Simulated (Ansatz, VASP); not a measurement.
# CdTe: VASP beside Ansatz

```xyz
2
Lattice="0.0000 2.9119 2.9119 2.9119 0.0000 2.9119 2.9119 2.9119 0.0000" Properties=species:S:1:pos:R:3 pbc="T T T"
Cd    0.0000    0.0000    0.0000
Te    1.4560    1.4560    1.4560
```

Change from the starting cell: volume scaled by 0.75, LAPW.

Alike in both runs: task single point; functional PBE; k mesh 10 × 10 × 10; occupations fermi-dirac, width 0.05 eV; no spin polarisation.

```csv
,VASP,Ansatz
version,VASP 6.6.1,Ansatz 0.2.0
potentials or method,"VASP PAW PBE potentials, release 64 (Cd, Te), cutoff 520 eV","all-electron LAPW, scalar-relativistic"
```

|  | VASP | Ansatz | Ansatz less VASP |
| --- | --- | --- | --- |
| pressure (GPa) | 34.1 | 33.7 | -0.42 |

Ansatz ran all-electron here, so the differences hold the error of VASP's frozen core and of both bases.

Caveats: so large a pressure means that the cell lies far from this level's equilibrium, or that cutoff or potentials fall short (VASP). A k mesh can miss the band edges.
